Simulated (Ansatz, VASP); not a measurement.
## BaS in VASP and in Ansatz

Contents of POSCAR:

```
BaS
1.0
    0.0000000000      3.5542596983      3.5542596983
    3.5542596983      0.0000000000      3.5542596983
    3.5542596983      3.5542596983      0.0000000000
Ba S
1 1
Direct
    0.0000000000      0.0000000000      0.0000000000
    0.2500000000      0.2500000000      0.2500000000
```

File INCAR.step1:

```
SYSTEM = BaS
ALGO = Normal
EDIFF = 1E-4
ENCUT = 520
GGA = PE
ISMEAR = 0
LASPH = .TRUE.
LCHARG = .FALSE.
LREAL = .FALSE.
LWAVE = .TRUE.
NBANDS = 15
NELM = 100
PREC = Accurate
SIGMA = 0.01
```

The input INCAR.step2:

```
SYSTEM = BaS
ALGO = Normal
EDIFF = 1E-7
ENCUT = 520
ISIF = 2
ISMEAR = 0
ISTART = 1
LASPH = .TRUE.
LCHARG = .FALSE.
LMIXTAU = .TRUE.
LREAL = .FALSE.
LWAVE = .FALSE.
METAGGA = R2SCAN
NBANDS = 15
NELM = 100
PREC = Accurate
SIGMA = 0.01
```

File KPOINTS:

```
k-points
0
G
  6 6 6
  0 0 0
```

Input for Ansatz:

```yaml
crystal:
  lattice:
    - [0.0, 3.5542596983, 3.5542596983]
    - [3.5542596983, 0.0, 3.5542596983]
    - [3.5542596983, 3.5542596983, 0.0]
  atoms:
    - { symbol: Ba, position: [0.0, 0.0, 0.0] }
    - { symbol: S, position: [0.25, 0.25, 0.25] }
kpoints:
  mp_grid: { grid: [6, 6, 6] }
hamiltonian:
  xc: r2scan
scf:
  occupations: { method: fixed }
  n_extra_bands: 4
output:
  forces: true
  stress: true
  eigenvalues: true
```

Alike in both runs: task single point; functional r2SCAN; k mesh 6 × 6 × 6; no spin polarisation.

|  | VASP | Ansatz |
| --- | --- | --- |
| version | VASP 6.6.1 | Ansatz 0.2.0 |
| potentials or method | VASP PAW PBE potentials, release 64 (Ba_sv, S) | plane waves, PAW |
| plane-wave cutoff (eV) | 520 | 500 |
| occupations | gaussian, width 0.01 eV | fixed |
| valence electrons in the cell | 16 | 16 |

|  | VASP | Ansatz | Ansatz less VASP |
| --- | --- | --- | --- |
| gap on the k mesh at the Fermi level (eV) | 3.04 | 3.03 | -0.012 |
| pressure (GPa) | -0.5 | -0.8 | -0.37 |

Caveats: the PAW data sets were made with another functional, which shifts forces and pressure a little (VASP); spin-orbit coupling is left out, which moves the levels of the heavy elements. A k mesh can miss the band edges. r2SCAN opens gaps a little over a GGA but as a rule still falls short of measured ones.
